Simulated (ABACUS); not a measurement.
Mo:

```
Mo
1.0
    -1.58381    1.58381    1.58381
     1.58381   -1.58381    1.58381
     1.58381    1.58381   -1.58381
Mo
1
Direct
  0.00000 0.00000 0.00000
```

```yaml
Program: ABACUS 3.10.1
Task: single point
Functional: PBEsol
Potentials_or_basis: PseudoDojo NC SR 0.4.1 PBEsol standard
Cutoff: 1102 eV
Density_cutoff: 4408 eV
Basis: plane waves
k_mesh: 12 × 12 × 12
Occupations: fermi-dirac, width 0.05 eV
Spin: no spin polarisation
```

On this cell: pressure -9.4 GPa; band gap on the k mesh none (metal or under the smearing width).

The same run follows on a disturbed copy (cell strained at random at fixed volume):

```
Mo
1.0
    -1.59439    1.59130    1.58454
     1.61239   -1.54306    1.55430
     1.60659    1.55526   -1.53630
Mo
1
Cartesian
  -0.0831 -0.0073 -0.0091
```

Task: What does the disturbed cell give?

Result: The energy (extrapolated to zero smearing) moves by +12.2 meV/atom; pressure -9.1 GPa; band gap on the k mesh none (metal or under the smearing width).

Stress tensor (GPa, compression positive):
```
-14.39  -0.80  -1.22
 -0.80  -6.94  -3.09
 -1.22  -3.09  -6.04
```
